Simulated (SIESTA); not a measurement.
GaP: atomic charges with vdW-DF2

The system is GaP.

```
Ga P
1.0
     3.57782    0.00000    0.00000
     1.78891    3.09848    0.00000
     1.78891    1.03283    2.92127
Ga P
1 1
Cartesian
  0.0000 0.0000 0.0000
  5.3667 3.0985 2.1910
```

The cell isn't the ideal one: volume scaled by 0.8.

```json
{
 "Program": "SIESTA 5.4.2",
 "Task": "atomic charges",
 "Functional": "vdW-DF2",
 "Potentials or basis": "PseudoDojo 0.4 standard (PBE files)",
 "Basis": "DZP (energy shift 0.002 Ry; radii capped at 9.5 bohr)",
 "Grid cutoff": "800 Ry",
 "Energy shift": "0.002 Ry",
 "k mesh": "8 × 8 × 8",
 "Occupations": "fermi-dirac, width 0.05 eV",
 "Spin": "no spin polarisation"
}
```

```
Pressure               : 43.8 GPa
Band gap on the k mesh : 1.44 eV, indirect (least direct gap 3.76 eV)
Hirshfeld charges      : Ga +0.18; P -0.18 e
Voronoi charges        : Ga +0.22; P -0.22 e
```

It took 100 s on 1 thread of Arm Neoverse V1 (shared host), peak memory 0.41 GiB.

Caveat: semicore shells carry a single zeta, which can move pressures by several GPa and volumes by a few percent; the potentials were made for another functional, which shifts forces and pressure; the basis of atomic orbitals isn't converged, which shifts pressures, moduli and gaps. A k mesh can miss the band edges.
